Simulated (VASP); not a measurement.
# Zr8O15 (a cell with a defect) (Cubic zirconia) in VASP: electric field gradients with PBE

Aim: the electric field gradients of Zr8O15 (a cell with a defect) (Cubic zirconia) with PBE.

Program: VASP 6.6.1. These are calculated values, not measurements. Logs are shortened: lines on timing, memory, paths and dates and some standing lists are left out, and cuts for length are marked.

### Step 1. The cell of the first run

The cell holds a defect, 23 atoms: a = 7.170 Å, b = 7.170 Å, c = 7.170 Å, α = 60.00°, β = 60.00°, γ = 60.00°.

### Step 2. Electric field gradients, PBE, collinear spin, typed start (O vacancy, charge +0, host positions)

Contents of INCAR:

```
SYSTEM = Zr8O15
PREC = Accurate
ENCUT = 520
EDIFF = 1E-8
ISMEAR = -1
SIGMA = 0.01
LREAL = Auto
LASPH = .True.
NELM = 150
ALGO = Normal
ISIF = 2
LWAVE = .False.
LCHARG = .False.
ISPIN = 2
MAGMOM = 0.5 0.5 0.5 0 0.5 0 0 0 0 0 0 0 0 0 0 0 0 0 0 0 0 0 0
LORBIT = 11
LMAXMIX = 4
GGA = PE
LEFG = .True.
NBANDS = 114
```

Contents of KPOINTS:

```
Automatic mesh
0
Gamma
  3 3 3
  0 0 0
```

Contents of POSCAR:

```
Zr8O15
1.0
    0.0000000000      5.0700000000      5.0700000000
    5.0700000000      0.0000000000      5.0700000000
    5.0700000000      5.0700000000      0.0000000000
Zr O
8 15
Direct
    0.0000000000      0.0000000000      0.0000000000
    0.0000000000      0.0000000000      0.5000000000
    0.0000000000      0.5000000000      0.0000000000
    0.0000000000      0.5000000000      0.5000000000
    0.5000000000      0.0000000000      0.0000000000
    0.5000000000      0.0000000000      0.5000000000
    0.5000000000      0.5000000000      0.0000000000
    0.5000000000      0.5000000000      0.5000000000
    0.1250000000      0.1250000000      0.6250000000
    0.1250000000      0.6250000000      0.1250000000
    0.1250000000      0.6250000000      0.6250000000
    0.6250000000      0.1250000000      0.1250000000
    0.6250000000      0.1250000000      0.6250000000
    0.6250000000      0.6250000000      0.1250000000
    0.6250000000      0.6250000000      0.6250000000
    0.3750000000      0.3750000000      0.3750000000
    0.3750000000      0.3750000000      0.8750000000
    0.3750000000      0.8750000000      0.3750000000
    0.3750000000      0.8750000000      0.8750000000
    0.8750000000      0.3750000000      0.3750000000
    0.8750000000      0.3750000000      0.8750000000
    0.8750000000      0.8750000000      0.3750000000
    0.8750000000      0.8750000000      0.8750000000
```

Potentials or basis: VASP PAW PBE potentials, release 64 (Zr_sv, O).

Started as:

```
$ cat potpaw_PBE.64/Zr_sv/POTCAR potpaw_PBE.64/O/POTCAR > POTCAR
$ mpirun -np 1 vasp_std > vasp.out
```

OUTCAR:

```text
SYSTEM = Zr8O15
   PREC = Accurate
   ENCUT = 520
   EDIFF = 1E-8
   ISMEAR = -1
   LREAL = Auto
   LASPH = .True.
   NELM = 150
   ISIF = 2
   ISPIN = 2
   LORBIT = 11
   GGA = PE

 ion  position               nearest neighbor table
   1  0.000  0.000  0.000-   9 2.20  10 2.20  12 2.20  19 2.20  21 2.20  22 2.20  23 2.20   3 3.59
                             5 3.59   2 3.59   2 3.59   4 3.59   6 3.59   3 3.59   4 3.59   7 3.59
   2  0.000  0.000  0.500-   9 2.20  11 2.20  13 2.20  18 2.20  20 2.20  22 2.20  23 2.20   4 3.59
                             6 3.59   1 3.59   1 3.59   3 3.59   5 3.59   3 3.59   4 3.59   8 3.59
   3  0.000  0.500  0.000-  10 2.20  11 2.20  14 2.20  17 2.20  20 2.20  21 2.20  23 2.20   4 3.59
                             7 3.59   1 3.59   2 3.59   4 3.59   8 3.59   1 3.59   2 3.59   5 3.59
   4  0.000  0.500  0.500-   9 2.20  10 2.20  11 2.20  15 2.20  16 2.20  20 2.20  21 2.20  22 2.20
                             8 3.59   2 3.59   3 3.59   1 3.59   3 3.59   7 3.59   1 3.59   2 3.59
   5  0.500  0.000  0.000-  12 2.20  13 2.20  14 2.20  17 2.20  18 2.20  19 2.20  23 2.20   6 3.59
                             7 3.59   1 3.59   2 3.59   6 3.59   8 3.59   3 3.59   7 3.59   8 3.59
   6  0.500  0.000  0.500-   9 2.20  12 2.20  13 2.20  15 2.20  16 2.20  18 2.20  19 2.20  22 2.20
                             8 3.59   2 3.59   5 3.59   1 3.59   5 3.59   7 3.59   4 3.59   7 3.59
   7  0.500  0.500  0.000-  10 2.20  12 2.20  14 2.20  15 2.20  16 2.20  17 2.20  19 2.20  21 2.20
                             8 3.59   3 3.59   5 3.59   4 3.59   6 3.59   8 3.59   1 3.59   5 3.59
   8  0.500  0.500  0.500-  11 2.20  13 2.20  14 2.20  15 2.20  16 2.20  17 2.20  18 2.20  20 2.20
                             7 3.59   4 3.59   6 3.59   3 3.59   5 3.59   7 3.59   2 3.59   5 3.59
   9  0.125  0.125  0.625-   1 2.20   2 2.20   4 2.20   6 2.20
  10  0.125  0.625  0.125-   1 2.20   3 2.20   4 2.20   7 2.20
  11  0.125  0.625  0.625-   2 2.20   3 2.20   4 2.20   8 2.20
  12  0.625  0.125  0.125-   1 2.20   5 2.20   6 2.20   7 2.20
  13  0.625  0.125  0.625-   2 2.20   5 2.20   6 2.20   8 2.20
  14  0.625  0.625  0.125-   3 2.20   5 2.20   7 2.20   8 2.20
  15  0.625  0.625  0.625-   4 2.20   6 2.20   7 2.20   8 2.20
  16  0.375  0.375  0.375-   4 2.20   6 2.20   7 2.20   8 2.20
  17  0.375  0.375  0.875-   3 2.20   5 2.20   7 2.20   8 2.20
  18  0.375  0.875  0.375-   2 2.20   5 2.20   6 2.20   8 2.20
  19  0.375  0.875  0.875-   1 2.20   5 2.20   6 2.20   7 2.20
  20  0.875  0.375  0.375-   2 2.20   3 2.20   4 2.20   8 2.20
  21  0.875  0.375  0.875-   1 2.20   3 2.20   4 2.20   7 2.20
  22  0.875  0.875  0.375-   1 2.20   2 2.20   4 2.20   6 2.20
  23  0.875  0.875  0.875-   1 2.20   2 2.20   3 2.20   5 2.20

  LATTYP: Found a face centered cubic cell.
 ALAT       =    10.1400000000

  Lattice vectors:

 A1 = (   0.0000000000,   5.0700000000,   5.0700000000)
 A2 = (   5.0700000000,   0.0000000000,   5.0700000000)
 A3 = (   5.0700000000,   5.0700000000,   0.0000000000)

Analysis of symmetry for initial positions (statically):
=====================================================================
 Subroutine PRICEL returns:
 Original cell was already a primitive cell.

 Routine SETGRP: Setting up the symmetry group for a
 face centered cubic supercell.

 Subroutine GETGRP returns: Found 24 space group operations
 (whereof  6 operations were pure point group operations)
 out of a pool of 48 trial point group operations.

The static configuration has the point symmetry C_3v.
 The point group associated with its full space group is T_d .

Analysis of symmetry for dynamics (positions and initial velocities):
=====================================================================
 Subroutine PRICEL returns:
 Original cell was already a primitive cell.

 Routine SETGRP: Setting up the symmetry group for a
 face centered cubic supercell.

 Subroutine GETGRP returns: Found 24 space group operations
 (whereof  6 operations were pure point group operations)
 out of a pool of 48 trial point group operations.

The dynamic configuration has the point symmetry C_3v.
 The point group associated with its full space group is T_d .

Analysis of structural, dynamic, and magnetic symmetry:
=====================================================================
 Subroutine PRICEL returns:
 Original cell was already a primitive cell.

 Routine SETGRP: Setting up the symmetry group for a
 face centered cubic supercell.

 Subroutine GETGRP returns: Found 24 space group operations
[... 180 lines left out ...]
 fundamental gap:      0.9973337050
 Fermi energy:         9.9031294942

 spin component 1

 k-point     1 :       0.0000    0.0000    0.0000
  band No.  band energies     occupation
      1     -40.9343      1.00000
      2     -40.8988      1.00000
      3     -40.8988      1.00000
      4     -40.8988      1.00000
      5     -40.6918      1.00000
      6     -40.6639      1.00000
[... 421 lines left out ...]
    104      11.5109      0.00000
    105      11.6078      0.00000
 Fermi energy:         9.9031294942

 spin component 2

 k-point     1 :       0.0000    0.0000    0.0000
  band No.  band energies     occupation
      1     -40.9343      1.00000
      2     -40.8988      1.00000
      3     -40.8988      1.00000
      4     -40.8988      1.00000
      5     -40.6918      1.00000
      6     -40.6639      1.00000
[... 421 lines left out ...]
    104      11.5109      0.00000
    105      11.6078      0.00000
 [bands above 105 left out]

------------------------ aborting loop because EDIFF is reached ----------------------------------------

  FORCE on cell =-STRESS in cart. coord.  units (eV):
  Direction    XX          YY          ZZ          XY          YZ          ZX
  --------------------------------------------------------------------------------------
  -------------------------------------------------------------------------------------
  Total        9.0307570      9.0307570      9.0307570     -0.0000000     -0.0000000      0.0000000
  in kB       55.5112317     55.5112317     55.5112317     -0.0000000     -0.0000000      0.0000000
  external PRESSURE =      55.5112317 kB  Pullay stress =       0.0000000 kB

 VOLUME and BASIS-vectors are now :
 -----------------------------------------------------------------------------
  energy-cutoff  :      520.00
  volume of cell :      260.65
      direct lattice vectors                 reciprocal lattice vectors
     0.000000000  5.070000000  5.070000000    -0.098619329  0.098619329  0.098619329
     5.070000000  0.000000000  5.070000000     0.098619329 -0.098619329  0.098619329
     5.070000000  5.070000000  0.000000000     0.098619329  0.098619329 -0.098619329

 POSITION                                       TOTAL-FORCE (eV/Angst)
 -----------------------------------------------------------------------------------
      0.00000      0.00000      0.00000         0.024891      0.024891      0.024891
      2.53500      2.53500      0.00000        -0.024891     -0.024891      0.024891
      2.53500      0.00000      2.53500        -0.024891      0.024891     -0.024891
      5.07000      2.53500      2.53500        -0.171316      0.171316      0.171316
      0.00000      2.53500      2.53500         0.024891     -0.024891     -0.024891
      2.53500      5.07000      2.53500         0.171316     -0.171316      0.171316
[... 15 lines left out ...]
      6.33750      6.33750      8.87250        -0.000000     -0.000000      0.668464
      8.87250      8.87250      8.87250        -0.000000     -0.000000     -0.000000
 -----------------------------------------------------------------------------------
    total drift:                               -0.000000     -0.000000     -0.000000

  FREE ENERGIE OF THE ION-ELECTRON SYSTEM (eV)
  ---------------------------------------------------
  free  energy   TOTEN  =      -217.6095830534 eV

  energy  without entropy=     -217.6095830534  energy(sigma->0) =     -217.60958305

 Electric field gradients (V/A^2)
---------------------------------------------------------------------
 ion       V_xx      V_yy      V_zz      V_xy      V_xz      V_yz
---------------------------------------------------------------------
   1       0.000     0.000     0.000    20.786    20.786    20.786
   2       0.000     0.000    -0.000    20.786   -20.786   -20.786
   3       0.000    -0.000     0.000   -20.786    20.786   -20.786
   4      -0.000     0.000     0.000    -0.043    -0.043     0.043
   5      -0.000     0.000     0.000   -20.786   -20.786    20.786
   6       0.000    -0.000     0.000    -0.043     0.043    -0.043
[... 15 lines left out ...]
  22      -5.510    -5.510    11.020    -2.933     0.003     0.003
  23       0.000    -0.000     0.000     0.003     0.003     0.003
---------------------------------------------------------------------

 Electric field gradients after diagonalization (V/A^2)
 (convention: |V_zz| > |V_xx| > |V_yy|)
----------------------------------------------------------------------
 ion       V_xx      V_yy      V_zz     asymmetry (V_yy - V_xx)/ V_zz
----------------------------------------------------------------------
   1     -20.786   -20.786    41.572       0.000
   2     -20.786   -20.786    41.572       0.000
   3     -20.786   -20.786    41.572       0.000
   4      -0.043    -0.043     0.087       0.001
   5     -20.786   -20.786    41.572       0.000
   6      -0.043    -0.043     0.087       0.001
[... 15 lines left out ...]
  22      -8.443    -2.577    11.020       0.532
  23      -0.003    -0.003     0.005       0.000
----------------------------------------------------------------------

           NMR quadrupolar parameters

 Cq : quadrupolar parameter    Cq=e*Q*V_zz/h
 eta: asymmetry parameters     (V_yy - V_xx)/ V_zz
 Q  : nuclear electric quadrupole moment in mb (millibarn)
----------------------------------------------------------------------
 ion       Cq(MHz)       eta       Q (mb)
----------------------------------------------------------------------
   1       0.101       0.000       1.000
   2       0.101       0.000       1.000
   3       0.101       0.000       1.000
   4       0.000       0.001       1.000
   5       0.101       0.000       1.000
   6       0.000       0.001       1.000
[... 15 lines left out ...]
  22       0.027       0.532       1.000
  23       0.000       0.000       1.000
----------------------------------------------------------------------

 total charge

# of ion       s       p       d       tot
------------------------------------------
    1        2.168   6.044   1.344   9.557
    2        2.168   6.044   1.344   9.557
    3        2.168   6.044   1.344   9.557
    4        2.170   6.055   1.322   9.547
    5        2.168   6.044   1.344   9.557
    6        2.170   6.055   1.322   9.547
[... 15 lines left out ...]
   22        1.565   3.536   0.000   5.101
   23        1.571   3.525   0.000   5.096
--------------------------------------------------
tot         40.834 101.494  10.666 152.993

 magnetization (x)

# of ion       s       p       d       tot
------------------------------------------
    1       -0.000   0.000  -0.000  -0.000
    2       -0.000   0.000  -0.000  -0.000
    3       -0.000   0.000  -0.000  -0.000
    4        0.000   0.000  -0.000   0.000
    5       -0.000   0.000  -0.000  -0.000
    6        0.000   0.000  -0.000   0.000
[... 15 lines left out ...]
   22        0.000   0.000   0.000   0.000
   23        0.000   0.000   0.000   0.000
--------------------------------------------------
tot          0.000   0.000  -0.000   0.000
```

It took 9.2 min on 1 thread of Intel Xeon Platinum 8488C (Sapphire Rapids), shared host; peak memory 0.58 GiB.

Results:

```yaml
Free_energy: -217.6096 eV
Pressure: 5.6 GPa
Largest_force: 0.668 eV/Å
Band_gap_on_the_k_mesh: 1.00 eV, indirect (least direct gap 1.24 eV)
Net_moment: 0.00 μB per cell
Valence_electrons_inside_the_program's_atomic_spheres: Zr 9.56, 9.55; O 5.11, 5.10
```

Forces in eV/Å, atoms in the order of the input:
```
Zr   0.025  0.025  0.025
Zr  -0.025 -0.025  0.025
Zr  -0.025  0.025 -0.025
Zr  -0.171  0.171  0.171
Zr   0.025 -0.025 -0.025
Zr   0.171 -0.171  0.171
Zr   0.171  0.171 -0.171
Zr  -0.171 -0.171 -0.171
O    0.000  0.000  0.126
O    0.000  0.126  0.000
O   -0.126  0.000  0.000
O    0.126  0.000  0.000
O    0.000 -0.126  0.000
O    0.000  0.000 -0.126
O    0.000  0.000  0.000
O    0.000  0.000  0.000
O    0.000  0.000 -0.668
O    0.000 -0.668  0.000
O    0.668  0.000  0.000
O   -0.668  0.000  0.000
O    0.000  0.668  0.000
O    0.000  0.000  0.668
O    0.000  0.000  0.000
```

Electric field gradients, principal values (V/Å²):
```
atom      Vxx      Vyy     Vzz
1 Zr  -20.786  -20.786  41.572
2 Zr  -20.786  -20.786  41.572
3 Zr  -20.786  -20.786  41.572
4 Zr   -0.043   -0.043   0.087
5 Zr  -20.786  -20.786  41.572
6 Zr   -0.043   -0.043   0.087
7 Zr   -0.043   -0.043   0.087
8 Zr   -0.043   -0.043   0.086
 9 O   -0.476   -0.864   1.339
10 O   -0.476   -0.864   1.339
11 O   -0.477   -0.868   1.345
12 O   -0.476   -0.864   1.339
13 O   -0.477   -0.868   1.345
14 O   -0.477   -0.868   1.345
15 O   -0.003   -0.003   0.005
16 O   -0.003   -0.003   0.005
17 O   -2.572   -8.448  11.020
18 O   -2.572   -8.448  11.020
19 O   -2.577   -8.443  11.020
20 O   -2.572   -8.448  11.020
21 O   -2.577   -8.443  11.020
22 O   -2.577   -8.443  11.020
23 O   -0.003   -0.003   0.005
```
